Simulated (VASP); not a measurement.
# CoO (Pm-3m) in VASP: a series of runs

Runs on CoO. Level: LDA. Tasks: single point.

Everything below comes from runs of VASP 6.6.1. Logs are shortened: lines on timing, memory, paths and dates and some standing lists are left out, and cuts for length are marked.

### 1 The crystal as given

It takes space group Pm-3m (No. 221, cubic). Conventional cell: a = 2.571 Å, b = 2.571 Å, c = 2.571 Å, α = 90.00°, β = 90.00°, γ = 90.00°. Co (site symmetry m-3m) has 8 O at 2.23 Å as nearest neighbours. O (site symmetry m-3m) has 8 Co at 2.23 Å as nearest neighbours.

Measurements of this composition are mostly on another form, of space group No. 225.

### 2 Single point, LDA, collinear spin, ferrimagnetic start

INCAR

```
SYSTEM = CoO
PREC = Accurate ; ENCUT = 520
EDIFF = 1E-6 ; ISMEAR = 0
SIGMA = 0.05 ; LREAL = .FALSE.
LASPH = .TRUE. ; NELM = 100
ALGO = Fast ; ISIF = 2
LWAVE = .FALSE. ; LCHARG = .FALSE.
ISPIN = 2 ; MAGMOM = 2 -1 0 0
LORBIT = 11 ; LMAXMIX = 4
NBANDS = 27
```

KPOINTS

```
regular mesh
0
G
  5 5 7
  0 0 0
```

POSCAR

```
CoO
1.0
    2.5705263100      2.5705263100      0.0000000000
   -2.5705263100      2.5705263100      0.0000000000
    0.0000000000      0.0000000000      2.5705263100
Co O
2 2
Direct
    0.0000000000      0.0000000000      0.0000000000
    0.5000000000      0.5000000000      0.0000000000
    0.5000000000      0.0000000000      0.5000000000
    0.0000000000      0.5000000000      0.5000000000
```

Potentials or basis: VASP PAW LDA potentials, release 64 (Co, O).

Command:

```bash
$ cat potpaw_LDA.64/Co/POTCAR potpaw_LDA.64/O/POTCAR > POTCAR
$ mpirun -np 1 vasp_std > vasp.out
```

OUTCAR:

```text
SYSTEM = CoO
   PREC = Accurate
   ENCUT = 520
   EDIFF = 1E-6
   ISMEAR = 0
   LREAL = .FALSE.
   LASPH = .TRUE.
   NELM = 100
   ISIF = 2
   ISPIN = 2
   LORBIT = 11

 ion  position               nearest neighbor table
   1  0.000  0.000  0.000-   3 2.23   4 2.23   3 2.23   4 2.23   4 2.23   4 2.23   3 2.23   3 2.23
                             2 2.57   2 2.57   2 2.57   2 2.57
   2  0.500  0.500  0.000-   3 2.23   4 2.23   3 2.23   4 2.23   3 2.23   3 2.23   4 2.23   4 2.23
                             1 2.57   1 2.57   1 2.57   1 2.57
   3  0.500  0.000  0.500-   1 2.23   2 2.23   1 2.23   2 2.23   2 2.23   2 2.23   1 2.23   1 2.23

   4  0.000  0.500  0.500-   1 2.23   2 2.23   1 2.23   2 2.23   1 2.23   1 2.23   2 2.23   2 2.23

  LATTYP: Found a simple tetragonal cell.
 ALAT       =     3.6352731700
 C/A-ratio  =     0.7071067812

  Lattice vectors:

 A1 = (   2.5705263100,   2.5705263100,   0.0000000000)
 A2 = (  -2.5705263100,   2.5705263100,   0.0000000000)
 A3 = (   0.0000000000,   0.0000000000,   2.5705263100)

Analysis of symmetry for initial positions (statically):
=====================================================================
 Subroutine PRICEL returns following result:

  LATTYP: Found a simple cubic cell.
 ALAT       =     2.5705263100

  Lattice vectors:

 A1 = (   2.5705263100,   0.0000000000,   0.0000000000)
 A2 = (   0.0000000000,   2.5705263100,   0.0000000000)
 A3 = (   0.0000000000,   0.0000000000,   2.5705263100)

   2 primitive cells build up your supercell.

 Routine SETGRP: Setting up the symmetry group for a
 simple tetragonal supercell.

 Subroutine GETGRP returns: Found 16 space group operations
 (whereof 16 operations were pure point group operations)
 out of a pool of 16 trial point group operations.

The static configuration has the point symmetry D_4h.

Analysis of symmetry for dynamics (positions and initial velocities):
=====================================================================
 Subroutine PRICEL returns following result:

  LATTYP: Found a simple cubic cell.
 ALAT       =     2.5705263100

  Lattice vectors:

 A1 = (   2.5705263100,   0.0000000000,   0.0000000000)
 A2 = (   0.0000000000,   2.5705263100,   0.0000000000)
 A3 = (   0.0000000000,   0.0000000000,   2.5705263100)

   2 primitive cells build up your supercell.

 Routine SETGRP: Setting up the symmetry group for a
 simple tetragonal supercell.

 Subroutine GETGRP returns: Found 16 space group operations
 (whereof 16 operations were pure point group operations)
 out of a pool of 16 trial point group operations.

The dynamic configuration has the point symmetry D_4h.

Analysis of structural, dynamic, and magnetic symmetry:
=====================================================================
 Subroutine PRICEL returns:
 Original cell was already a primitive cell.

 Routine SETGRP: Setting up the symmetry group for a
 simple tetragonal supercell.

 Subroutine GETGRP returns: Found 16 space group operations
 (whereof 16 operations were pure point group operations)
 out of a pool of 16 trial point group operations.

The overall configuration has the point symmetry D_4h.

 Subroutine INISYM returns: Found 16 space group operations
 (whereof 16 operations are pure point group operations),
 and found     1 'primitive' translations

----------------------------------------------------------------------------------------

                                     Primitive cell

  volume of cell :      33.9700

  direct lattice vectors                    reciprocal lattice vectors
     2.570526310  2.570526310  0.000000000     0.194512695  0.194512695  0.000000000
    -2.570526310  2.570526310  0.000000000    -0.194512695  0.194512695  0.000000000
     0.000000000  0.000000000  2.570526310     0.000000000  0.000000000  0.389025390

  length of vectors
     3.635273170  3.635273170  2.570526310     0.275082491  0.275082491  0.389025390

  position of ions in fractional coordinates (direct lattice)
     0.000000000  0.000000000  0.000000000
     0.500000000  0.500000000  0.000000000
     0.500000000  0.000000000  0.500000000
     0.000000000  0.500000000  0.500000000

  ion indices of the primitive-cell ions
   primitive index   ion index
                 1           1
                 2           2
                 3           3
                 4           4

----------------------------------------------------------------------------------------

 KPOINTS: regular mesh

Automatic generation of k-mesh.
 Grid dimensions read from file:
 generate k-points for:    5    5    7

 Generating k-lattice:

  Cartesian coordinates                     Fractional coordinates (reciprocal lattice)
     0.038902539  0.038902539  0.000000000     0.200000000  0.000000000  0.000000000
    -0.038902539  0.038902539  0.000000000     0.000000000  0.200000000  0.000000000
     0.000000000  0.000000000  0.055575056     0.000000000  0.000000000  0.142857143

  Length of vectors
     0.055016498  0.055016498  0.055575056

  Shift w.r.t. Gamma in fractional coordinates (k-lattice)
     0.000000000  0.000000000  0.000000000

 Subroutine IBZKPT returns following result:
 ===========================================

 Found     24 irreducible k-points:

 Following reciprocal coordinates:
            Coordinates               Weight
  0.000000  0.000000  0.000000      1.000000
  0.200000  0.000000  0.000000      4.000000
  0.400000  0.000000  0.000000      4.000000
  0.200000  0.200000  0.000000      4.000000
  0.400000  0.200000  0.000000      8.000000
  0.400000  0.400000  0.000000      4.000000
[... 16 lines left out ...]
  0.400000  0.200000  0.428571     16.000000
  0.400000  0.400000  0.428571      8.000000
   k-points           NKPTS =     24   k-points in BZ     NKDIM =     24   number of bands    NBANDS=     27
   number of dos      NEDOS =    301   number of ions     NIONS =      4
   total plane-waves  NPLWV =  15680
   dimension x,y,z NGX =    28 NGY =   28 NGZ =   20
   dimension x,y,z NGXF=    56 NGYF=   56 NGZF=   40
   ions per type =               2   2
   NGX,Y,Z   is equivalent  to a cutoff of  12.80, 12.80, 12.93 a.u.
   NGXF,Y,Z  is equivalent  to a cutoff of  25.61, 25.61, 25.87 a.u.
 SYSTEM =  CoO
   PREC   = accura    normal or accurate (medium, high low for compatibility)
   ISTART =      0    job   : 0-new  1-cont  2-samecut
   ICHARG =      2    charge: 1-file 2-atom 10-const
   ISPIN  =      2    spin polarized calculation?
   LNONCOLLINEAR =      F non collinear calculations
   LSORBIT =      F    spin-orbit coupling
   LASPH  =      T    aspherical Exc in radial PAW
   ENCUT  =  520.0 eV  38.22 Ry    6.18 a.u.   6.76  6.76  4.78*2*pi/ulx,y,z
   NELM   =    100;   NELMIN=  2; NELMDL= -5     # of ELM steps
   EDIFF  = 0.1E-05   stopping-criterion for ELM
   LREAL  =      F    real-space projection
   EDIFFG = 0.1E-04   stopping-criterion for IOM
   NSW    =      0    number of steps for IOM
   IBRION =     -1    ionic relax: 0-MD 1-quasi-New 2-CG
   NFREE  =      0    steps in history (QN), initial steepest desc. (CG)
   ISIF   =      2    stress and relaxation
   ISYM   =      2    0-nonsym 1-usesym 2-fastsym
   POTIM  = 0.5000    time-step for ionic-motion
   TEBEG  =    0.0;   TEEND  =   0.0 temperature during run
   PSTRESS=    0.0 pullay stress
   NELECT =      30.0000    total number of electrons
   NUPDOWN=      -1.0000    fix difference up-down
   EMIN   =  10.00;   EMAX   =-10.00  energy-range for DOS
   EFERMI =   0.00;   METHOD = LEGACY
   ISMEAR =     0;   SIGMA  =   0.05  broadening in eV -4-tet -1-fermi 0-gaus
   EFERMI_NEDOS =   21; number of points for ismear=-14 and -15
   IALGO  =     68    algorithm
   IMIX   =      4    mixing-type and parameters
     AMIX     =   0.40;   BMIX     =  1.00
     AMIX_MAG =   1.60;   BMIX_MAG =  1.00
  volume/ion in A,a.u.               =       8.49        57.31
  Fermi-wavevector in a.u.,A,eV,Ry     =   1.570664  2.968124 33.565360  2.466984
  Thomas-Fermi vector in A             =   2.672363
   LORBIT       =     11    0 simple, 1 ext, 2 COOP (PROOUT), +10 PAW based schemes
   GGA     = CA    functional components
   LHFCALC =     F    Hartree Fock is set to
   AEXX    =    0.0000 exact exchange contribution
   IVDW    =     0    specifies the selected vdW correction
   LEPSILON=     F    determine dielectric tensor
   LRPA    =     F    only Hartree local field effects (RPA)
 spin polarized calculation
 RMM-DIIS sequential band-by-band and
 Gauss-broadening in eV      SIGMA  =   0.05
  energy-cutoff  :      520.00
  volume of cell :       33.97
 maximum number of plane-waves:       929
 NGX is ok and might be reduce to    28
   NGX = 13   NGY = 13   NGZ =  9

 number of electron      30.0000021 magnetization       0.0774621

 Free energy of the ion-electron system (eV)
  ---------------------------------------------------
  ext. energy  EPLUGINS =         0.00000000
  ---------------------------------------------------
  free energy    TOTEN  =       -28.04370826 eV

  energy without entropy =      -28.03432567  energy(sigma->0) =      -28.03901696

 E-fermi :   9.0601     XC(G=0): -13.7672

 val. band max:        9.0534493986   @ k =   0.2000   0.0000   0.1429
 cond. band min:       9.0648809063   @ k =   0.4000   0.4000   0.1429
 fundamental gap:      0.0114315077
 Fermi energy:         9.0601060997

 spin component 1

 k-point     1 :       0.0000    0.0000    0.0000
  band No.  band energies     occupation
      1     -11.3185      1.00000
      2      -9.1106      1.00000
      3       2.5982      1.00000
      4       2.5982      1.00000
      5       5.2238      1.00000
      6       5.6058      1.00000
[... 19 lines left out ...]
     26      30.0197      0.00000
     27      30.0294      0.00000

 k-point     2 :       0.2000    0.0000    0.0000
  band No.  band energies     occupation
      1     -11.0914      1.00000
      2      -9.2826      1.00000
      3       2.3128      1.00000
      4       2.7704      1.00000
      5       4.7609      1.00000
      6       4.9231      1.00000
[... 649 lines left out ...]
     26      28.5040      0.00000
     27      29.7716      0.00000

 k-point    24 :       0.4000    0.4000    0.4286
  band No.  band energies     occupation
      1      -9.2379      1.00000
      2      -9.0628      1.00000
      3       2.2763      1.00000
      4       2.3842      1.00000
      5       2.6230      1.00000
      6       2.7797      1.00000
[... 19 lines left out ...]
     26      27.2427      0.00000
     27      32.2649      0.00000
 Fermi energy:         9.0601060997

 spin component 2

 k-point     1 :       0.0000    0.0000    0.0000
  band No.  band energies     occupation
      1     -11.3092      1.00000
      2      -9.0998      1.00000
      3       2.6079      1.00000
      4       2.6079      1.00000
      5       5.2587      1.00000
      6       5.6695      1.00000
[... 19 lines left out ...]
     26      30.0156      0.00000
     27      30.0377      0.00000

 k-point     2 :       0.2000    0.0000    0.0000
  band No.  band energies     occupation
      1     -11.0819      1.00000
      2      -9.2719      1.00000
      3       2.3232      1.00000
      4       2.7813      1.00000
      5       4.7788      1.00000
      6       4.9576      1.00000
[... 652 lines left out ...]
 k-point    24 :       0.4000    0.4000    0.4286
  band No.  band energies     occupation
      1      -9.2270      1.00000
      2      -9.0518      1.00000
      3       2.2846      1.00000
      4       2.3932      1.00000
      5       2.6305      1.00000
      6       2.7898      1.00000
[... 19 lines left out ...]
     26      27.2501      0.00000
     27      32.2697      0.00000

------------------------ aborting loop because EDIFF is reached ----------------------------------------

  FORCE on cell =-STRESS in cart. coord.  units (eV):
  Direction    XX          YY          ZZ          XY          YZ          ZX
  --------------------------------------------------------------------------------------
  -------------------------------------------------------------------------------------
  Total       -2.6051208     -2.6051208     -3.3706895      0.0000000      0.0000000      0.0000000
  in kB     -122.8689932   -122.8689932   -158.9765875      0.0000000      0.0000000      0.0000000
  external PRESSURE =    -134.9048580 kB  Pullay stress =       0.0000000 kB

 VOLUME and BASIS-vectors are now :
 -----------------------------------------------------------------------------
  energy-cutoff  :      520.00
  volume of cell :       33.97
      direct lattice vectors                 reciprocal lattice vectors
     2.570526310  2.570526310  0.000000000     0.194512695  0.194512695  0.000000000
    -2.570526310  2.570526310  0.000000000    -0.194512695  0.194512695  0.000000000
     0.000000000  0.000000000  2.570526310     0.000000000  0.000000000  0.389025390

 POSITION                                       TOTAL-FORCE (eV/Angst)
 -----------------------------------------------------------------------------------
      0.00000      0.00000      0.00000        -0.000000      0.000000      0.000000
      0.00000      2.57053      0.00000         0.000000     -0.000000      0.000000
      1.28526      1.28526      1.28526        -0.000000      0.000000      0.000000
     -1.28526      1.28526      1.28526        -0.000000      0.000000      0.000000
 -----------------------------------------------------------------------------------
    total drift:                               -0.000000      0.000000      0.000000

  FREE ENERGIE OF THE ION-ELECTRON SYSTEM (eV)
  ---------------------------------------------------
  free  energy   TOTEN  =       -28.0437082605 eV

  energy  without entropy=      -28.0343256688  energy(sigma->0) =      -28.03901696

 total charge

# of ion       s       p       d       tot
------------------------------------------
    1        0.310   0.386   7.261   7.956
    2        0.310   0.385   7.265   7.960
    3        1.579   3.309   0.000   4.888
    4        1.579   3.309   0.000   4.888
--------------------------------------------------
tot          3.778   7.388  14.526  25.692

 magnetization (x)

# of ion       s       p       d       tot
------------------------------------------
    1        0.012   0.016   1.940   1.969
    2       -0.012  -0.017  -1.878  -1.907
    3       -0.000   0.007   0.000   0.007
    4       -0.000   0.007   0.000   0.007
--------------------------------------------------
tot         -0.001   0.013   0.063   0.075
```

Wall time 89 s (1 thread of AMD EPYC 7R43 (Zen 3), shared host); peak memory 0.12 GiB.

What came out:

```yaml
Free_energy: -28.0437 eV
Pressure: -13.5 GPa
Band_gap_on_the_k_mesh: none (metal or under the smearing width)
Net_moment: 0.08 μB per cell
Site_moments: Co +1.97, -1.91; O +0.01 μB
Valence_electrons_inside_the_program's_atomic_spheres: Co 7.96; O 4.89
```

Stress tensor (GPa, compression positive):
```
-12.29   0.00   0.00
  0.00 -12.29   0.00
  0.00   0.00 -15.90
```

Levels at points of the mesh, in eV from the Fermi level:
Spin up:
| k point | band 13 | band 14 | band 15 | band 16 | band 17 | band 18 |
| --- | --- | --- | --- | --- | --- | --- |
| (0.00, 0.00, 0.00) | -2.19 | -1.82 | -0.08 | -0.08 | -0.07 | 0.10 |
Spin down:
| k point | band 13 | band 14 | band 15 | band 16 | band 17 | band 18 |
| --- | --- | --- | --- | --- | --- | --- |
| (0.00, 0.00, 0.00) | -2.14 | -1.81 | -0.08 | -0.07 | -0.07 | 0.15 |

Caveat: semilocal functionals often make such compounds metallic where correlation or magnetic order opens a gap, which also shifts bond lengths. With open d or f shells a metallic result of LDA can be an artefact of self-interaction; +U or a hybrid may open a gap.

[end of part 1 of 2]
